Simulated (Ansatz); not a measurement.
CaO built on the CsCl prototype, relaxed with r2SCAN, was run in Ansatz under altered settings. All numbers are computed, without spin polarisation but where a row says otherwise.

```xyz
2
Lattice="2.9032 0.0000 0.0000 0.0000 2.9032 0.0000 0.0000 0.0000 2.9032" Properties=species:S:1:pos:R:3 pbc="T T T"
Ca    0.0000    0.0000    0.0000
O     1.4516    1.4516    1.4516
```

The base run's other keys:
```yaml
kpoints:
  mp_grid: { grid: [4, 4, 4] }
hamiltonian:
  xc: hse06
scf:
  occupations: { method: fixed }
  n_extra_bands: 4
```

It takes 13 iterations with 461 plane waves at 420 eV and 10 k points, and leaves a mean stress of +0.51 GPa. The gap over this mesh is 4.472 eV. It ran on 4 threads of Arm Neoverse V2 (shared host).

Outcomes, with energy and stress as changes against the base:
```csv
setting,outcome,ΔF (meV/atom),Δ mean stress (GPa),gap on the mesh (eV),iterations,wall time
hamiltonian.xc: lc_wpbe,converged,–,-0.3,10.087,16,2.7 s
"PBE hybrid, exx coeff 0.15, omega 0.5 1/Å",converged,–,+1.5,3.358,11,1.9 s
"PBE hybrid, exx coeff 0.5, omega 0.2078 1/Å",converged,–,-3.1,6.307,15,2.2 s
"PBE hybrid, exx coeff 0.35, omega 0.1 1/Å",converged,–,-1.4,5.714,13,2 s
"PBE hybrid, exx coeff -0.2, omega 0.5 1/Å",refused,–,–,–,–,0.03 s
basis.ecutwfc: 350,"converged, warned",+40,-0.1,4.480,13,1.7 s
```
A dash marks a value that wasn't obtained or can't be compared. Stress is positive in compression. The base took 1.9 s.

- hamiltonian.xc: lc_wpbe. The mean stress moves by -0.3 GPa and the gap on the mesh by +5.615 eV (to 10.087). It's another functional on the same cell, so totals aren't comparable.
- PBE hybrid, exx coeff 0.15, omega 0.5 1/Å. That is 15 % exact exchange, screened with ω = 0.5 1/Å, against HSE06's 25 % screened at 0.208 1/Å. The mean stress moves by +1.5 GPa and the gap on the mesh by -1.114 eV (to 3.358). Totals of different functionals aren't comparable.
- PBE hybrid, exx coeff 0.5, omega 0.2078 1/Å. That is 50 % exact exchange, screened with ω = 0.2078 1/Å, against HSE06's 25 % screened at 0.208 1/Å. The mean stress moves by -3.1 GPa and the gap on the mesh by +1.835 eV (to 6.307). Totals of different functionals aren't comparable. The program warns that on this mesh the truncation of the exchange isn't bounded, so part of the change can be an error of the mesh.
- PBE hybrid, exx coeff 0.35, omega 0.1 1/Å. That is 35 % exact exchange, screened with ω = 0.1 1/Å, against HSE06's 25 % screened at 0.208 1/Å. The mean stress moves by -1.4 GPa and the gap on the mesh by +1.242 eV (to 5.714). Totals of different functionals aren't comparable. The program warns that on this mesh the truncation of the exchange isn't bounded, so part of the change can be an error of the mesh.
- PBE hybrid, exx coeff -0.2, omega 0.5 1/Å. The program doesn't start. Error: invalid value for `hamiltonian.xc.exx.coeff`: must be finite and in (0, 1]; got -0.2
- basis.ecutwfc: 350. 365 plane waves in place of 461. The free energy moves by +40 meV an atom, the mean stress by -0.1 GPa and the gap on the mesh by +0.008 eV (to 4.480). The basis is too small: these are errors of the cutoff. Warned: cutoff below recommended.

The stress of a hybrid is loosely converged in these runs.

The meshes of the hybrids are coarse, so their gaps aren't converged to the digits shown.
